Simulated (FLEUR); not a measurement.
# How the ratio c/a moves the moments of NiO, part 2 of 2

How does the ratio c/a change the magnetic state of NiO?

FLEUR MaX-R8.1; PBE with U = 6 eV on Ni d; all-electron FLAPW, Dirac cores, scalar-relativistic bands.

So far, largest spin moment in the muffin-tin sphere (μB): step 2 (factor 1, start ferro +) 1.79; step 3 (factor 1, start antiferro q=(0,1/2,1/2) +-) 1.80.

### 4. Factor 1.1, start ferro +

The farthest finished point is shown in full.

The k list default-1 (kpts.xml, not shown) is a Γ-centred 8×8×8 mesh.

File inp.xml:

```
<?xml version="1.0" encoding="UTF-8" standalone="no"?>
<fleurInput fleurInputVersion="0.39">
   <comment>
      NiO
   </comment>
   <calculationSetup>
      <cutoffs Kmax="4.4" Gmax="13.2" GmaxXC="13.2" numbands="0"/>
      <scfLoop itmax="110" minDistance="0.0001" maxIterBroyd="15" imix="Anderson" alpha="0.05" precondParam="0.0" spinf="2.0" sdNocoIR="T"/>
      <coreElectrons ctail="T" frcor="F" kcrel="0" coretail_lmax="0"/>
      <xcFunctional name="pbe" relativisticCorrections="F"/>
      <magnetism jspins="2"/>
      <soc l_soc="F" theta="0.0" phi="0.0" spav="F"/>
      <expertModes spex="0" secvar="F"/>
      <geometryOptimization l_f="F" forcealpha="1.0" forcemix="BFGS" epsdisp="0.00001" epsforce="0.00001"/>
      <ldaU l_linMix="F" mixParam="0.05" spinf="1.0"/>
   </calculationSetup>
   <cell>
      <bzIntegration valenceElectrons="24.0" mode="hist" fermiSmearingEnergy="0.00183747">
         <kPointListSelection listName="default-1"/>
         <xi:include xmlns:xi="http://www.w3.org/2001/XInclude" href="kpts.xml"> </xi:include>
      </bzIntegration>
      <xi:include xmlns:xi="http://www.w3.org/2001/XInclude" href="sym.xml"> </xi:include>
      <bulkLattice scale="1.0">
         <bravaisMatrix>
            <row-1>    0.0000000000000000     3.7583424586238228     4.3359611075339712</row-1>
            <row-2>    3.7583424586238228     0.0000000000000000     4.3359611075339712</row-2>
            <row-3>    3.7583424586238228     3.7583424586238228     0.0000000000000000</row-3>
         </bravaisMatrix>
      </bulkLattice>
   </cell>
   <atomSpecies>
      <species name="Nickel (Ni2.000" element="Ni" atomicNumber="28">
         <mtSphere radius="2.21" gridPoints="731" logIncrement="0.017"/>
         <atomicCutoffs lmax="8" lnonsphr="6"/>
         <electronConfig flipSpins="F">
            <coreConfig>(1s1/2) (2s1/2) (2p1/2) (2p3/2)</coreConfig>
            <valenceConfig>(3s1/2) (3p1/2) (3p3/2) (4s1/2) (3d3/2) (3d5/2)</valenceConfig>
            <stateOccupation state="(3d3/2)" spinUp="2.0" spinDown="1.2"/>
            <stateOccupation state="(3d5/2)" spinUp="3.0" spinDown="1.8"/>
         </electronConfig>
         <energyParameters s="4" p="4" d="3" f="4"/>
         <ldaU l="2" U="6.0" J="0.0" l_amf="F"/>
         <lo type="SCLO" l="0" n="3" eDeriv="0"/>
         <lo type="SCLO" l="1" n="3" eDeriv="0"/>
      </species>
      <species name="Oxygen (O)" element="O" atomicNumber="8">
         <mtSphere radius="1.25" gridPoints="415" logIncrement="0.025"/>
         <atomicCutoffs lmax="6" lnonsphr="4"/>
         <electronConfig flipSpins="F">
            <coreConfig>(1s1/2)</coreConfig>
            <valenceConfig>(2s1/2) (2p1/2) (2p3/2)</valenceConfig>
            <stateOccupation state="(2p1/2)" spinUp="0.666667" spinDown="0.666667"/>
            <stateOccupation state="(2p3/2)" spinUp="1.333333" spinDown="1.333333"/>
         </electronConfig>
         <energyParameters s="2" p="2" d="3" f="4"/>
      </species>
   </atomSpecies>
   <atomGroups>
      <atomGroup species="Nickel (Ni2.000">
         <relPos label="                   1">.0000000000 .0000000000 .0000000000</relPos>
         <force calculate="T" relaxXYZ="TTT"/>
      </atomGroup>
      <atomGroup species="Oxygen (O)">
         <relPos label="                   2">1.000/2.000 1.000/2.000 1.000/2.000</relPos>
         <force calculate="T" relaxXYZ="TTT"/>
      </atomGroup>
   </atomGroups>
   <output dos="F" band="F" slice="F">
      <bandDOS minEnergy="-.5*Htr" maxEnergy="0.5*Htr" sigma="0.015" storeEVData="T"/>
      <plotting iplot="0" polar="F">
         <plot TwoD="T" vec1="  1.0  0.0  0.0" vec2="  0.0  1.0  0.0" vec3="  0.0  0.0  1.0" zero="  0.0  0.0  0.0" file="plot"/>
      </plotting>
      <moessbauerParams electricFieldGradient="F" isomerShift="F" coreHyperfine="F" valenceHyperfine="F"/>
   </output>
</fleurInput>
```

File crystal.txt:

```
NiO
&input film=F cartesian=F /
0.00000000000  1.98882917990  2.29449180550
1.98882917990  0.00000000000  2.29449180550
1.98882917990  1.98882917990  0.00000000000
1.8897261246
1.0 1.0 1.0

2
28 0.00000000000  0.00000000000  0.00000000000 : 2.000
8 0.50000000000  0.50000000000  0.50000000000

&kpt div1=8 div2=8 div3=8 gamma=T /
```

Started as:

```sh
$ OMP_NUM_THREADS=1 inpgen -f crystal.txt > inpgen.log  # inp.xml is then edited as shown
$ OMP_NUM_THREADS=1 mpirun -n 4 fleur_MPI > fleur.log
```

Output:

```text
[banner, memory and clock lines left out]
Welcome to FLEUR        (www.flapw.de)
      MaX-Release 8.1          (www.max-centre.eu)

 ========== k-point set info ==========
 Selected k-point list: default-1
 k-point list type: mesh
 0 x 0 x 0
 Number of k points: 60

 [... set-up left out ...]
 no density matrix found ... skipping LDA+U
 Reset of history
 Iteration:     1   Distance:      28.92560698 me/bohr^3
 Iteration:     2   Distance:      38.63187021 me/bohr^3
 Iteration:     3   Distance:      36.10143673 me/bohr^3
 Iteration:     4   Distance:      18.61574849 me/bohr^3
[...]
[... left out ...]
            <freeEnergy value="-1595.9528486976"/>
            <extrapolationTo0K value="-1595.9528486976"/>
         </totalEnergy>
         [... left out ...]
         <ldaUDensityMatrixConvergence>
            <distance spin="1" distance="0.000000"/>
            <distance spin="2" distance="0.000000"/>
         </ldaUDensityMatrixConvergence>
         <densityConvergence units="me/bohr^3">
            <chargeDensity spin="1" distance="0.0000312964"/>
            <chargeDensity spin="2" distance="0.0000215098"/>
            <overallChargeDensity distance="0.0000467863"/>
            <spinDensity distance="0.0000263689"/>
         </densityConvergence>
      </iteration>
```

Elapsed: 10 s, on 4 MPI ranks of Arm Neoverse V2, shared host; peak memory 0.19 GiB; 40 s of CPU time.

Spin moment in the muffin-tin sphere by atom:

```
atom  spin moment in the muffin-tin sphere (μB)
 Ni1                                       1.79
  O2                                       0.16
```

Read from the output:

| Property | Result |
| --- | --- |
| free energy | -43428.0894 eV |
| program's band gap on this mesh (in a metal only a level spacing) | 0.9028 eV |
| magnetization | 2 μB |
| final state | ferromagnetic |

After 19 cycles the largest moment stands at 1.79 μB.

### 5. Factor 1.1, start antiferro q=(0,1/2,1/2) +-

The k list default-1 (kpts.xml, not shown) is a Γ-centred 8×4×8 mesh.

Changes to inp.xml since step 4:

```diff
@@ -17,3 +17,3 @@
    <cell>
-      <bzIntegration valenceElectrons="24.0" mode="hist" fermiSmearingEnergy="0.00183747">
+      <bzIntegration valenceElectrons="48.0" mode="hist" fermiSmearingEnergy="0.00183747">
          <kPointListSelection listName="default-1"/>
@@ -24,5 +24,5 @@
          <bravaisMatrix>
-            <row-1>    0.0000000000000000     3.7583424586238228     4.3359611075339712</row-1>
-            <row-2>    3.7583424586238228     0.0000000000000000     4.3359611075339712</row-2>
-            <row-3>    3.7583424586238228     3.7583424586238228     0.0000000000000000</row-3>
+            <row-1>    0.0000000000188973     3.7583424586616174     4.3359611075906637</row-1>
+            <row-2>    7.5166849172476455     0.0000000000566918     8.6719222152569149</row-2>
+            <row-3>    7.5166849172665433     3.7583424586427201     4.3359611075906637</row-3>
          </bravaisMatrix>
@@ -39,2 +39,16 @@
             <stateOccupation state="(3d5/2)" spinUp="3.0" spinDown="1.8"/>
+         </electronConfig>
+         <energyParameters s="4" p="4" d="3" f="4"/>
+         <ldaU l="2" U="6.0" J="0.0" l_amf="F"/>
+         <lo type="SCLO" l="0" n="3" eDeriv="0"/>
+         <lo type="SCLO" l="1" n="3" eDeriv="0"/>
+      </species>
+      <species name="Nickel (Ni-2.000" element="Ni" atomicNumber="28">
+         <mtSphere radius="2.21" gridPoints="731" logIncrement="0.017"/>
+         <atomicCutoffs lmax="8" lnonsphr="6"/>
+         <electronConfig flipSpins="F">
+            <coreConfig>(1s1/2) (2s1/2) (2p1/2) (2p3/2)</coreConfig>
+            <valenceConfig>(3s1/2) (3p1/2) (3p3/2) (4s1/2) (3d3/2) (3d5/2)</valenceConfig>
+            <stateOccupation state="(3d3/2)" spinUp="1.2" spinDown="2.0"/>
+            <stateOccupation state="(3d5/2)" spinUp="1.8" spinDown="3.0"/>
          </electronConfig>
@@ -62,4 +76,12 @@
       </atomGroup>
+      <atomGroup species="Nickel (Ni-2.000">
+         <relPos label="                   2">.0000000000 1.000/2.000 .0000000000</relPos>
+         <force calculate="T" relaxXYZ="TTT"/>
+      </atomGroup>
       <atomGroup species="Oxygen (O)">
-         <relPos label="                   2">1.000/2.000 1.000/2.000 1.000/2.000</relPos>
+         <relPos label="                   3">1.000/2.000 .0000000000 1.000/2.000</relPos>
+         <force calculate="T" relaxXYZ="TTT"/>
+      </atomGroup>
+      <atomGroup species="Oxygen (O)">
+         <relPos label="                   4">1.000/2.000 1.000/2.000 1.000/2.000</relPos>
          <force calculate="T" relaxXYZ="TTT"/>
```

File crystal.txt:

```
NiO
&input film=F cartesian=F /
0.00000000001  1.98882917992  2.29449180553
3.97765835980  0.00000000003  4.58898361110
3.97765835981  1.98882917991  2.29449180553
1.8897261246
1.0 1.0 1.0

4
28 0.00000000000  0.00000000000  0.00000000000 : 2.000
28 0.00000000000  0.50000000000  0.00000000000 : -2.000
8 0.50000000000  0.00000000000  0.50000000000
8 0.50000000000  0.50000000000  0.50000000000

&kpt div1=8 div2=4 div3=8 gamma=T /
```

Output:

```text
[banner, memory and clock lines left out]
Welcome to FLEUR        (www.flapw.de)
      MaX-Release 8.1          (www.max-centre.eu)

 ========== k-point set info ==========
 Selected k-point list: default-1
 k-point list type: mesh
 0 x 0 x 0
 Number of k points: 80

 [... set-up left out ...]
 no density matrix found ... skipping LDA+U
 Reset of history
 Iteration:     1   Distance:      32.09637279 me/bohr^3
 Iteration:     2   Distance:      39.08871439 me/bohr^3
 Iteration:     3   Distance:      36.50932224 me/bohr^3
 Iteration:     4   Distance:      19.17460170 me/bohr^3
[...]
[... left out ...]
            <freeEnergy value="-3191.9051120764"/>
            <extrapolationTo0K value="-3191.9051120764"/>
         </totalEnergy>
         [... left out ...]
         <ldaUDensityMatrixConvergence>
            <distance spin="1" distance="0.000000"/>
            <distance spin="2" distance="0.000000"/>
         </ldaUDensityMatrixConvergence>
         <densityConvergence units="me/bohr^3">
            <chargeDensity spin="1" distance="0.0000232938"/>
            <chargeDensity spin="2" distance="0.0000216689"/>
            <overallChargeDensity distance="0.0000411471"/>
            <spinDensity distance="0.0000181990"/>
         </densityConvergence>
      </iteration>
```

Elapsed: 49 s, on 4 MPI ranks; peak memory 0.32 GiB.

This step gave:

| Quantity | Value |
| --- | --- |
| free energy | -86856.1629 eV |
| program's band gap on this mesh (in a metal only a level spacing) | 1.273 eV |
| magnetization | 0 μB |
| final state | antiferromagnetic |
| largest moment | 1.794 μB |

After 19 cycles the largest moment stands at 1.79 μB.

### 6. The series

In all 18 runs were made at the factors 0.9, 0.93, 0.96, 0.98, 1, 1.02, 1.04, 1.07 and 1.1, of which 18 converged. The tables hold the factors at which the parallel start converged, and CPU times count converged runs alone. Differences are of free energies.

Final states:

```
factor on c at fixed volume        ferro +  antiferro q=(0,1/2,1/2) +-  CPU time (s)
                        0.9  ferromagnetic           antiferromagnetic         236.2
                       0.93  ferromagnetic           antiferromagnetic         226.1
                       0.96  ferromagnetic           antiferromagnetic         202.7
                       0.98  ferromagnetic           antiferromagnetic         213.7
                          1  ferromagnetic           antiferromagnetic         212.1
                       1.02  ferromagnetic           antiferromagnetic         226.8
                       1.04  ferromagnetic           antiferromagnetic         223.1
                       1.07  ferromagnetic           antiferromagnetic         231.7
                        1.1  ferromagnetic           antiferromagnetic           236
```

Energy over the lowest point, ferro + against factor on c at fixed volume:

```
factor on c at fixed volume  energy over the lowest point, ferro + (meV a primitive cell)
                     0.9000                                                           319
                     0.9300                                                           135
                     0.9600                                                          46.5
                     0.9800                                                          7.28
                     1.0000                                                             0
                     1.0200                                                          4.00
                     1.0400                                                          22.5
                     1.0700                                                          95.1
                     1.1000                                                           193
```

The largest sphere moment by factor on c at fixed volume:

```
factor on c at fixed volume  ferro + (μB)  antiferro q=(0,1/2,1/2) +- (μB)
                     0.9000          1.78                             1.79
                     0.9300          1.79                             1.80
                     0.9600          1.79                             1.80
                     0.9800          1.79                             1.80
                     1.0000          1.79                             1.80
                     1.0200          1.79                             1.80
                     1.0400          1.79                             1.80
                     1.0700          1.79                             1.80
                     1.1000          1.79                             1.79
```

The net moment, ferro + stays at 2.00 μB a primitive cell for factor on c at fixed volume from 0.9 to 1.1.

Energy less that of the parallel start, antiferro q=(0,1/2,1/2) +- against factor on c at fixed volume:

```
factor on c at fixed volume  energy less that of the parallel start, antiferro q=(0,1/2,1/2) +- (meV a seeded atom)
                     0.9000                                                                                    8.68
                     0.9300                                                                                    9.07
                     0.9600                                                                                    9.24
                     0.9800                                                                                    9.23
                     1.0000                                                                                    9.16
                     1.0200                                                                                    9.06
                     1.0400                                                                                    8.88
                     1.0700                                                                                    8.52
                     1.1000                                                                                    7.96
```

### 7. Outcome

- largest moment, parallel start: 1.78 μB at 0.9, 1.79 μB at 1.1
- net moment, parallel start: 2.00 to 2 μB a primitive cell
- start antiferro q=(0,1/2,1/2) +- less the parallel start: +8.7 meV at 0.9, +8.0 meV at 1.1, a seeded atom

**Reading.** The largest moment of the parallel start goes from 1.78 μB at 0.9 to 1.79 μB at 1.1. Its energy is least at 1 of the points run. The start antiferro q=(0,1/2,1/2) +- lies over the parallel start at every point where both finished. The opposed order is one of several, taken for its small cell; another can lie lower, so the scan does not name the ground state. Atoms were not relaxed at any point.

[Logs and program files are shortened in this print: banners, set-up blocks, solver, clock and traceback lines can be left out without a mark of their own.]

[Logs are printed without paths, hosts, clocks, repeated set-up lines and the standing remarks that a program may print on its own settings, such as how far it seeks lower states.]

[Hosts, paths, dates, database ids (printed as entryN), source tags and the programs' standing remarks are cut or masked in the printed files.]

[Where a cell is said to come from a database of computed structures, the database is the Materials Project.]
